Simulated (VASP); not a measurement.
# A VASP 6.6.1 single-point calculation on Si

INCAR

```
GGA = PE
SIGMA = 0.02
NSW = 0
ISMEAR = -1
LASPH = .TRUE.
NBANDS = 11
LCHARG = .FALSE.
ENCUT = 520
LREAL = .FALSE.
LWAVE = .FALSE.
ISIF = 2
EDIFF = 1E-7
NELM = 86
PREC = Accurate
IBRION = -1
```

KPOINTS

```
KPOINTS created by Atomic Simulation Environment
0
Gamma
4 4 4
0 0 0
```

POSCAR

```
Si
 1.0000000000000000
     0.0000000000000000    5.1440599999999996    5.1440599999999996
     5.1440599999999996   -0.0000000000000000    5.1440599999999996
     5.1440599999999996    5.1440599999999996   -0.0000000000000000
 Si
   2
Cartesian
 -0.0000000000000000  0.0000000000000000 -0.0000000000000000
  2.5720300000000003  2.5720300000000003  2.5720300000000003
```

The recommended PBE PAW datasets give the neutral cell 8 valence electrons.

Command

```
mpirun -np 1 vasp_std
```

OSZICAR

```
N       E                     dE             d eps       ncg     rms          rms(c)
DAV:   1     0.129526622752E+02    0.12953E+02   -0.18535E+03   176   0.418E+02
DAV:   2    -0.101161050141E+01   -0.13964E+02   -0.13727E+02   272   0.578E+01
DAV:   3    -0.212852902372E+01   -0.11169E+01   -0.10666E+01   203   0.130E+01
DAV:   4    -0.215858439375E+01   -0.30055E-01   -0.30033E-01   212   0.287E+00
DAV:   5    -0.215956580819E+01   -0.98141E-03   -0.98135E-03   215   0.555E-01    0.644E-01
DAV:   6    -0.215589822306E+01    0.36676E-02   -0.18403E-02   209   0.538E-01    0.400E-01
DAV:   7    -0.216016846383E+01   -0.42702E-02   -0.36825E-02   194   0.742E-01    0.149E-01
DAV:   8    -0.216149723397E+01   -0.13288E-02   -0.14006E-03   212   0.157E-01    0.215E-02
DAV:   9    -0.216157888250E+01   -0.81649E-04   -0.12104E-04   224   0.517E-02    0.985E-03
DAV:  10    -0.216157791727E+01    0.96523E-06   -0.52189E-06   212   0.131E-02    0.186E-03
DAV:  11    -0.216157820523E+01   -0.28796E-06   -0.17115E-06   206   0.594E-03    0.923E-04
DAV:  12    -0.216157816954E+01    0.35693E-07   -0.13073E-07   204   0.209E-03
   1 F= -.21615782E+01 E0= -.21551735E+01  d E =-.128094E-01
```

Standard output (part)

```
POSCAR found type information on POSCAR Si
 POSCAR found :  1 types and       2 ions
 LDA part: xc-table for (Slater+PW92), standard interpolation
 POSCAR, INCAR and KPOINTS ok, starting setup
 WAVECAR not read
 entering main loop
```

It converged. Results: gap between bands v and c on the k mesh -0.13 eV (bands overlap: a metal); least direct gap on the k mesh 0.00 eV; pressure -1.8 GPa. Band v is the last that the valence electrons fill when counted band by band, and c is the next.

**Question.** What is wrong with this input?

**Answer.** Cell typed in bohr. On sound settings PBE gives a gap of 0.63 eV on its mesh and a pressure of 1.2 GPa for the intended cell.
